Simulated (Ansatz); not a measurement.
# NiO (Fm-3m) in Ansatz: notebook

One crystal, NiO, is run at these levels: PBE; tasks: single point.

All numbers are computed with Ansatz 0.2.0; they aren't measurements. Logs are shortened: lines on timing, memory, paths and dates and some standing lists are left out, and cuts for length are marked.

### Step 1. The crystal as given

The structure is cubic, space group Fm-3m (No. 225). The conventional cell has a = 4.172 Å, b = 4.172 Å, c = 4.172 Å, α = 90.00°, β = 90.00°, γ = 90.00°. Ni (site symmetry m-3m) is surrounded by 6 O at 2.09 Å. Around O (site symmetry m-3m) lie 6 Ni at 2.09 Å.

### Step 2. Single point, PBE, collinear spin, ferromagnetic start

input.yaml reads:

```yaml
crystal:
  lattice:
    - [0.0, 2.0859016414, 2.0859016414]
    - [2.0859016414, 0.0, 2.0859016414]
    - [2.0859016414, 2.0859016414, 0.0]
  atoms:
    - { symbol: Ni, position: [0.0, 0.0, 0.0], spin: 1.0 }
    - { symbol: O, position: [0.5, 0.5, 0.5] }
kpoints:
  mp_grid: { grid: [11, 11, 11] }
scf:
  occupations: { method: gaussian, width: 0.026 }
hamiltonian:
  xc: pbe
  pseudopotentials: { kind: all_electron, lapw: { basis_error: 0.001 } }
magnetization:
  spin_polarized: true
output:
  forces: true
  stress: true
  eigenvalues: true
```

Potentials or basis: all-electron LAPW, scalar-relativistic.

On the command line:

```console
> ansatz run input.yaml --threads 2 --pin off --max-ram 6144MiB --backend cpu --events-out ev --progress --plain --runs-dir out
```

The program printed:

```text
Warning: RAYON_NUM_THREADS=2 ignored (pool sized by the plan → 2); use --threads N
LAPW: plane waves up to 9.967 Å⁻¹, error target 1.0e-3 eV per atom; small_component_spin mean_spin; O in spheres of 0.943 Å, 8 of its electrons in bands, Dirac shells []; Ni in spheres of 1.143 Å, 18 of its electrons in bands, Dirac shells [] (how accurate: hamiltonian.pseudopotentials.lapw.basis_error, Limitations)
Engine: ansatz 0.2.0, aarch64-unknown-linux-gnu
Pseudopotentials: kind: all_electron
Pseudopotential: Ni, LAPW, valence charge 18, lapw/all_electron/scalar/gaussian/Ni, Koelling and Harmon's equation, gaussian nucleus
Pseudopotential: O, LAPW, valence charge 8, lapw/all_electron/scalar/gaussian/O, Koelling and Harmon's equation, gaussian nucleus
Functional definition: PBE
  parameter kappa = 0.804
  parameter beta = 0.06672455060314922
  exchange = pbe_x(kappa = kappa, mu = beta*pi^2/3)
  correlation = pbe_c(beta = beta)
Crystal: 2 atoms, lattice volume = 18.151 Å³
Basis set: ecut = 378.4816946314773 eV, 307 PW (Γ), exchange–correlation at level 2
Bands: 18, of which v1, the nominal top of the filled ones, is band 13 counted from 1 (12 counted from 0)
Symmetry: 48 space group operations
Space group: Fm-3m (ITA 225), of the structure as read, at distance tolerance 2.6e-5 Å
Magnetic group: BNS 225.116 (UNI 1618), of the structure as read, at distance tolerance 2.6e-5 Å
k-points: 56 of 1331
Non-local potential: Ni, projectors of the file, none
Non-local potential: O, projectors of the file, none
Initial density: superposition of atomic densities (chi_scale 0.1, normalization cell, long waves kept (reshape's long-wave potential 0.00 eV rms))
Starting moments: Σ|m| = 1 μB on 1 of 2 sites
Initial wavefunctions: plane waves of lowest kinetic energy (no species holds an atomic orbital)
Functional: x = pbe(κ = 0.804, μ = 0.2195149727645171), c = pbe(β = 0.06672455060314922)
iter 1 solved again at ethr=4.48e-3 eV; its pass at ethr=1.00e-1 eV (dr2=1.17e0 eV) is discarded
SCF iter   1: F=—  HF=-43430.039649 eV  |F-HF|=—  |Δ(HF+E_count)|=         —  Δρ=5.09e-2 (↑5.09e-2 ↓4.60e-2)  dr2=1.17e0  dr2_m=1.28e-1  M=1.710 μB ∫|m|=1.710 μB  β_m=0.30  ethr=4.48e-3  ⟨swp⟩=2.0  Hψ=13209  notcnv=0
Mixer restart at iter 1: flushing history
preconditioner: auto → none  [metal: Δε(μ)=0.010 eV  Ē_g=14.766 eV  σ=0.026 eV  W_gap=0.22  n_scr=8 (ndim 8)  ℏωp=34.9 eV  f_vac=0.000  D(μ)=6.05/eV (n_scr^D=136)  sad-step TF]
SCF iter   2: F=—  HF=-43429.557457 eV  |F-HF|=—  |Δ(HF+E_count)|=   4.82e-1  Δρ=2.20e-2 (↑2.20e-2 ↓1.32e-2)  dr2=2.15e-1  dr2_m=7.06e-3  M=1.330 μB ∫|m|=1.330 μB  β_m=0.35  ethr=4.48e-3  ⟨swp⟩=2.0  Hψ=6048  notcnv=0
SCF iter   3: F=—  HF=-43429.944151 eV  |F-HF|=—  |Δ(HF+E_count)|=         —  Δρ=2.55e-2 (↑2.53e-2 ↓2.55e-2)  dr2=1.62e-1  dr2_m=7.39e-2  M=1.805 μB ∫|m|=1.805 μB  β_m=1.00  ethr=8.27e-4  ⟨swp⟩=2.0  Hψ=6048  notcnv=0
Mixer restart at iter 3: flushing history
SCF iter   4: F=—  HF=-43429.811522 eV  |F-HF|=—  |Δ(HF+E_count)|=         —  Δρ=2.48e-2 (↑1.22e-2 ↓2.48e-2)  dr2=2.04e-1  dr2_m=1.89e-2  M=1.581 μB ∫|m|=1.584 μB  β_m=0.35  ethr=1.92e-4  ⟨swp⟩=3.0  Hψ=7259  notcnv=0
Mixer restart at iter 4: flushing history
iter 5 solved again at ethr=9.74e-6 eV; its pass at ethr=1.92e-4 eV (dr2=2.53e-3 eV) is discarded
SCF iter   5: F=—  HF=-43429.774344 eV  |F-HF|=—  |Δ(HF+E_count)|=   3.72e-2  Δρ=4.00e-3 (↑3.01e-3 ↓4.00e-3)  dr2=2.53e-3  dr2_m=1.45e-3  M=1.799 μB ∫|m|=1.803 μB  β_m=0.31  ethr=9.74e-6  ⟨swp⟩=2.0  Hψ=10772  notcnv=0
SCF iter   6: F=—  HF=-43429.769302 eV  |F-HF|=—  |Δ(HF+E_count)|=         —  Δρ=2.97e-3 (↑1.60e-3 ↓2.97e-3)  dr2=7.59e-4  dr2_m=7.85e-4  M=1.787 μB ∫|m|=1.792 μB  β_m=0.47  ethr=9.74e-6  ⟨swp⟩=3.0  Hψ=6336  notcnv=0
the basis was enlarged: its passes take 4.0 MiB over the memory plan, 2 of 2 planned eigensolver slots
SCF iter   7: F=—  HF=-43429.770658 eV  |F-HF|=—  |Δ(HF+E_count)|=   1.36e-3  Δρ=1.58e-3 (↑1.49e-3 ↓1.58e-3)  dr2=7.71e-6  dr2_m=3.89e-4  M=1.800 μB ∫|m|=1.805 μB  β_m=0.74  ethr=2.92e-6  ⟨swp⟩=2.2  Hψ=5543  notcnv=0
SCF iter   8: F=—  HF=-43429.771105 eV  |F-HF|=—  |Δ(HF+E_count)|=   4.47e-4  Δρ=5.50e-4 (↑5.30e-4 ↓5.50e-4)  dr2=7.01e-6  dr2_m=4.70e-5  M=1.810 μB ∫|m|=1.816 μB  β_m=0.71  ethr=2.96e-8  ⟨swp⟩=3.0  Hψ=6385  notcnv=0
SCF iter   9: F=—  HF=-43429.771152 eV  |F-HF|=—  |Δ(HF+E_count)|=   4.67e-5  Δρ=3.54e-4 (↑3.04e-4 ↓3.54e-4)  dr2=1.63e-5  dr2_m=1.46e-5  M=1.813 μB ∫|m|=1.819 μB  β_m=0.86  ethr=2.70e-8  ⟨swp⟩=2.6  Hψ=5707  notcnv=0
SCF iter  10: F=—  HF=-43429.771177 eV  |F-HF|=—  |Δ(HF+E_count)|=   2.52e-5  Δρ=1.24e-4 (↑1.14e-4 ↓1.24e-4)  dr2=5.65e-7  dr2_m=2.24e-6  M=1.814 μB ∫|m|=1.821 μB  β_m=0.93  ethr=2.70e-8  ⟨swp⟩=2.9  Hψ=5723  notcnv=0
SCF iter  11: F=—  HF=-43429.771182 eV  |F-HF|=—  |Δ(HF+E_count)|=   4.98e-6  Δρ=5.06e-6 (↑5.06e-6 ↓3.54e-6)  dr2=9.64e-9  dr2_m=1.11e-9  M=1.816 μB ∫|m|=1.822 μB  β_m=0.96  ethr=2.17e-9  ⟨swp⟩=3.0  Hψ=5895  notcnv=0
SCF iter  12: F=-43429.771182 eV  HF=-43429.771182 eV  |F-HF|=1.03e-9  |Δ(HF+E_count)|=   2.03e-8  Δρ=1.17e-6 (↑8.64e-7 ↓1.17e-6)  dr2=4.71e-10  dr2_m=8.16e-11  M=1.816 μB ∫|m|=1.822 μB  ethr=3.71e-11  ⟨swp⟩=2.5  Hψ=5628  notcnv=0
SCF 1 converged in 12 iterations: F = -43429.771182 eV  dr2 = 4.71e-10
SCF converged after 12 iterations
Magnetization: 1.8157 μB (13.9078 up, 12.0922 down)
Absolute magnetization: 1.8220 μB (∫|ρ↑−ρ↓|)
Spin contamination: 0.0057 ħ² per cell (⟨S²⟩ above its minimum at these occupations)
Per-site moments (μB) at R_I (Å): [(1.5058737311156545, 1.142850510391009), (0.2956228325546233, 0.9430510999266342)]
Free energy (F): -43429.771182 eV
Harris-Foulkes:  -43429.771182 eV  (|F-HF|=1.03e-9)
Internal energy: -43429.770937 eV  (E = F + TS)
E sigma→0 (E₀):  -43429.771060 eV
Entropy (-TS):   -0.000245 eV (-0.122 meV/atom)
Fermi energy:    14.626273 eV
--- Per-component energies (eV) ---
  E_band       = -1306.947883
  E_kinetic    = 44091.170546
  E_xc         = -1964.054384
  E_electrostatic = -85556.887099  (all electrons and nuclei)
  E_smearing   = -0.000245  (= −TS)
  E_closure    = 0.000000  (closes the sum)
  E_atoms      = -43416.659407  (free atoms, spherical and without spin; not in F)
  Σ components = -43429.771182   (vs F -43429.771182, Δ=0.00e0)
  Basis errors (estimates in eV, not in F): energy 3.7e-4 per atom: plane waves 3.3e-4 (1.8e-4 summed), levels above the bands 0.0e0, relativity 4.9e-8, radial functions 4.0e-5, core shells 3.1e-9; eigenvalues (radial functions only) 8.9e-7; not estimated: angular momenta, meshes, grids; target (lapw.basis_error) 1.0e-3; muffin-tin radii O 0.943 Å, Ni 1.143 Å
--- Forces (eV/Å), atoms counted from 1 ---
  atom   1  Ni     0.00000000     0.00000000     0.00000000
  atom   2  O      0.00000000    -0.00000000    -0.00000000
  max |Σ_I F_I| component: 3.75e-30 eV/Å
--- Stress (GPa, compression-positive) ---
        6.635949      -0.000000       0.000000
       -0.000000       6.635949       0.000000
        0.000000       0.000000       6.635949
  P = ⅓ Tr σ = 6.6359 GPa (66.359 kbar)
--- Band table (eV; the first three rows and the last of 112) ---
  k-point 0 ↑: bands = ["-492.0624", "-89.8492", "-50.2233", "-50.2233", "-50.2233", "-5.7876", "11.3852", "11.3852", "11.6055", "11.6055", "11.6055", "11.9341", "11.9341", "11.9341", "16.1218", "32.3884", "33.4511", "33.4511"]
  k-point 1 ↑: bands = ["-492.0624", "-89.8490", "-50.2258", "-50.2237", "-50.2237", "-5.6928", "10.6635", "10.6635", "10.7630", "11.9112", "11.9112", "12.2279", "12.4384", "12.4384", "16.7079", "30.5409", "33.1456", "33.1456"]
  k-point 2 ↑: bands = ["-492.0624", "-89.8484", "-50.2323", "-50.2246", "-50.2246", "-5.4275", "9.4208", "9.9171", "9.9171", "12.0765", "12.0765", "12.4546", "13.2623", "13.2623", "17.9262", "28.2451", "31.9832", "31.9832"]
  k-point 55 ↓: bands = ["-491.8092", "-87.9535", "-48.4010", "-48.3993", "-48.3902", "-3.7050", "8.7034", "8.7542", "9.6211", "13.4114", "13.6006", "13.8793", "15.0121", "15.7452", "23.6133", "25.3604", "25.5374", "28.7536"]
```

It took 16 s on 2 threads of Arm Neoverse V1, shared host; peak memory 0.43 GiB.

Results:

```yaml
Free_energy: -43429.7712 eV
Pressure: 6.6 GPa
Band_gap_on_the_k_mesh: none (metal or under the smearing width)
Net_moment: 1.82 μB per cell
Absolute_moment: 1.82 μB per cell
Site_moments: Ni +1.51; O +0.30 μB
```

Levels at points of the mesh, in eV from the Fermi level:
Spin up:
```tsv
k point	band 11	band 12	band 13	band 14	band 15	band 16	band 17	band 18
(0.00, 0.00, 0.00)	-3.02	-2.69	-2.69	-2.69	1.50	17.76	18.82	18.82
```
Spin down:
```
           k point  band 9  band 10  band 11  band 12  band 13  band 14  band 15  band 16
(0.00, 0.00, 0.00)   -2.50    -1.87    -1.87    -1.87    -0.53    -0.53     1.86    17.70
```

Caveat: a cell with one magnetic atom can't hold antiferromagnetic order, which such compounds often take; semilocal functionals often make such compounds metallic where correlation or magnetic order opens a gap, which also shifts bond lengths.

### Step 3. Single point, PBE, collinear spin, ferromagnetic start

input.yaml, as its differences from that of step 2:

```diff
@@ -11,3 +11,3 @@
 scf:
-  occupations: { method: gaussian, width: 0.026 }
+  occupations: { method: gaussian, width: 0.029 }
 hamiltonian:
```

Potentials or basis: all-electron LAPW, scalar-relativistic.

On the command line:

```console
> ansatz run input.yaml --threads 2 --pin off --max-ram 6144MiB --backend cpu --events-out ev --progress --plain --runs-dir out
```

The program printed:

```text
Warning: RAYON_NUM_THREADS=2 ignored (pool sized by the plan → 2); use --threads N
LAPW: plane waves up to 9.967 Å⁻¹, error target 1.0e-3 eV per atom; small_component_spin mean_spin; O in spheres of 0.943 Å, 8 of its electrons in bands, Dirac shells []; Ni in spheres of 1.143 Å, 18 of its electrons in bands, Dirac shells [] (how accurate: hamiltonian.pseudopotentials.lapw.basis_error, Limitations)
[... 9 set-up lines as earlier in the session ...]
Crystal: 2 atoms, lattice volume = 18.151 Å³
Basis set: ecut = 378.4816946314773 eV, 307 PW (Γ), exchange–correlation at level 2
Bands: 18, of which v1, the nominal top of the filled ones, is band 13 counted from 1 (12 counted from 0)
[... 2 set-up lines as earlier in the session ...]
Magnetic group: BNS 225.116 (UNI 1618), of the structure as read, at distance tolerance 2.6e-5 Å
k-points: 56 of 1331
[... 3 set-up lines as earlier in the session ...]
Starting moments: Σ|m| = 1 μB on 1 of 2 sites
[... 2 set-up lines as earlier in the session ...]
iter 1 solved again at ethr=4.51e-3 eV; its pass at ethr=1.00e-1 eV (dr2=1.17e0 eV) is discarded
SCF iter   1: F=—  HF=-43430.040029 eV  |F-HF|=—  |Δ(HF+E_count)|=         —  Δρ=5.10e-2 (↑5.10e-2 ↓4.62e-2)  dr2=1.17e0  dr2_m=1.29e-1  M=1.714 μB ∫|m|=1.714 μB  β_m=0.30  ethr=4.51e-3  ⟨swp⟩=2.0  Hψ=13209  notcnv=0
Mixer restart at iter 1: flushing history
preconditioner: auto → none  [metal: Δε(μ)=0.011 eV  Ē_g=14.766 eV  σ=0.029 eV  W_gap=0.20  n_scr=8 (ndim 8)  ℏωp=34.9 eV  f_vac=0.000  D(μ)=5.77/eV (n_scr^D=136)  sad-step TF]
SCF iter   2: F=—  HF=-43429.557297 eV  |F-HF|=—  |Δ(HF+E_count)|=   4.83e-1  Δρ=2.20e-2 (↑2.20e-2 ↓1.32e-2)  dr2=2.15e-1  dr2_m=7.13e-3  M=1.332 μB ∫|m|=1.332 μB  β_m=0.34  ethr=4.50e-3  ⟨swp⟩=2.0  Hψ=6048  notcnv=0
[... 11 lines left out ...]
SCF iter  10: F=—  HF=-43429.771207 eV  |F-HF|=—  |Δ(HF+E_count)|=   2.41e-5  Δρ=1.22e-4 (↑1.04e-4 ↓1.22e-4)  dr2=1.02e-6  dr2_m=1.92e-6  M=1.814 μB ∫|m|=1.820 μB  β_m=0.93  ethr=2.40e-8  ⟨swp⟩=2.8  Hψ=5678  notcnv=0
SCF iter  11: F=—  HF=-43429.771211 eV  |F-HF|=—  |Δ(HF+E_count)|=   4.59e-6  Δρ=1.05e-5 (↑9.71e-6 ↓1.05e-5)  dr2=7.01e-10  dr2_m=1.69e-8  M=1.815 μB ∫|m|=1.822 μB  β_m=0.96  ethr=3.90e-9  ⟨swp⟩=2.9  Hψ=5714  notcnv=0
SCF iter  12: F=-43429.771211 eV  HF=-43429.771211 eV  |F-HF|=3.25e-9  |Δ(HF+E_count)|=   6.93e-8  Δρ=1.65e-6 (↑1.01e-6 ↓1.65e-6)  dr2=1.21e-9  dr2_m=5.90e-11  M=1.815 μB ∫|m|=1.822 μB  ethr=6.44e-12 (applied; sched 2.70e-12)  ⟨swp⟩=3.0  Hψ=6335  notcnv=0
SCF 1 converged in 12 iterations: F = -43429.771211 eV  dr2 = 1.21e-9
SCF converged after 12 iterations
Magnetization: 1.8153 μB (13.9077 up, 12.0923 down)
Absolute magnetization: 1.8217 μB (∫|ρ↑−ρ↓|)
Spin contamination: 0.0057 ħ² per cell (⟨S²⟩ above its minimum at these occupations)
Per-site moments (μB) at R_I (Å): [(1.5056341310201073, 1.142850510391009), (0.29553002254028016, 0.9430510999266342)]
Free energy (F): -43429.771211 eV
Harris-Foulkes:  -43429.771211 eV  (|F-HF|=3.25e-9)
Internal energy: -43429.770914 eV  (E = F + TS)
E sigma→0 (E₀):  -43429.771063 eV
Entropy (-TS):   -0.000297 eV (-0.149 meV/atom)
Fermi energy:    14.626287 eV
--- Per-component energies (eV) ---
  E_band       = -1306.946857
  E_kinetic    = 44091.169851
  E_xc         = -1964.053937
  E_electrostatic = -85556.886828  (all electrons and nuclei)
  E_smearing   = -0.000297  (= −TS)
  E_closure    = 0.000000  (closes the sum)
  E_atoms      = -43416.659407  (free atoms, spherical and without spin; not in F)
  Σ components = -43429.771211   (vs F -43429.771211, Δ=0.00e0)
  Basis errors (estimates in eV, not in F): energy 3.7e-4 per atom: plane waves 3.3e-4 (1.8e-4 summed), levels above the bands 0.0e0, relativity 4.9e-8, radial functions 4.0e-5, core shells 3.1e-9; eigenvalues (radial functions only) 8.9e-7; not estimated: angular momenta, meshes, grids; target (lapw.basis_error) 1.0e-3; muffin-tin radii O 0.943 Å, Ni 1.143 Å
--- Forces (eV/Å), atoms counted from 1 ---
  atom   1  Ni    -0.00000000    -0.00000000     0.00000000
  atom   2  O      0.00000000    -0.00000000    -0.00000000
  max |Σ_I F_I| component: 3.67e-30 eV/Å
--- Stress (GPa, compression-positive) ---
        6.632636      -0.000000      -0.000000
       -0.000000       6.632636      -0.000000
       -0.000000      -0.000000       6.632636
  P = ⅓ Tr σ = 6.6326 GPa (66.326 kbar)
--- Band table (eV; the first three rows and the last of 112) ---
  k-point 0 ↑: bands = ["-492.0626", "-89.8489", "-50.2231", "-50.2231", "-50.2231", "-5.7877", "11.3855", "11.3855", "11.6055", "11.6055", "11.6055", "11.9342", "11.9342", "11.9342", "16.1219", "32.3884", "33.4511", "33.4511"]
  k-point 1 ↑: bands = ["-492.0626", "-89.8487", "-50.2255", "-50.2234", "-50.2234", "-5.6929", "10.6636", "10.6636", "10.7630", "11.9114", "11.9114", "12.2280", "12.4385", "12.4385", "16.7079", "30.5410", "33.1456", "33.1456"]
  k-point 2 ↑: bands = ["-492.0626", "-89.8481", "-50.2320", "-50.2243", "-50.2243", "-5.4276", "9.4208", "9.9172", "9.9172", "12.0767", "12.0767", "12.4548", "13.2625", "13.2625", "17.9263", "28.2451", "31.9832", "31.9832"]
  k-point 55 ↓: bands = ["-491.8095", "-87.9536", "-48.4010", "-48.3993", "-48.3902", "-3.7052", "8.7033", "8.7541", "9.6210", "13.4114", "13.6006", "13.8794", "15.0120", "15.7451", "23.6132", "25.3603", "25.5373", "28.7536"]
```

It took 18 s on 2 threads of Arm Neoverse V1, shared host; peak memory 0.43 GiB.

Results:

| Property | Result |
| --- | --- |
| Free energy | -43429.7712 eV |
| Pressure | 6.6 GPa |
| Band gap on the k mesh | none (metal or under the smearing width) |
| Net moment | 1.82 μB per cell |
| Absolute moment | 1.82 μB per cell |
| Site moments | Ni +1.51; O +0.30 μB |

Caveat: a cell with one magnetic atom can't hold antiferromagnetic order, which such compounds often take; semilocal functionals often make such compounds metallic where correlation or magnetic order opens a gap, which also shifts bond lengths.

[end of part 1 of 2]
